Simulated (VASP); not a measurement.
A run of VASP 6.6.1 is set up as follows.

The input INCAR:

```
SYSTEM = Li
PREC = Accurate
ENCUT = 600
EDIFF = 1E-7
ISMEAR = -1
SIGMA = 0.05
LREAL = .False.
LASPH = .True.
NELM = 100
ALGO = Normal
ISIF = 3
LWAVE = .False.
LCHARG = .False.
GGA = CA
IBRION = 2
NSW = 100
EDIFFG = -0.005
```

KPOINTS

```
regular mesh
0
Gamma
  13 13 13
  0 0 0
```

File POSCAR:

```
Li
1.0
    0.0000000000      2.2020000000      2.2020000000
    2.2020000000      0.0000000000      2.2020000000
    2.2020000000      2.2020000000      0.0000000000
Li
1
Direct
    0.0000000000      0.0000000000      0.0000000000
```

Potentials or basis: VASP PAW LDA potentials, release 64 (Li_sv).

The run is started by

```bash
$ cat potpaw_LDA.64/Li_sv/POTCAR > POTCAR
$ mpirun -np 1 vasp_std > vasp.out
```

Task: Estimate the relaxed volume.

Result: 18.71 Å³/atom.

Task: What does it give for the band gap on the k mesh?

Result: None (metal or under the smearing width).

Task: Predict the relaxed cell.

Result: a = 2.980 Å, b = 2.980 Å, c = 2.980 Å, α = 60.00°, β = 60.00°, γ = 60.00°.

Final structure:
```yaml
crystal:
  lattice:
    - [0.00000, 2.10702, 2.10702]
    - [2.10702, 0.00000, 2.10702]
    - [2.10702, 2.10702, 0.00000]
  atoms:
    - { symbol: Li, position: [0.00000, 0.00000, 0.00000] }
```

Caveat: the cutoff is under 1.25 times the usual one of these potentials, so pressure, stress and relaxed cells hold a basis-set (Pulay) error. LDA usually gives volumes a few per cent too small.
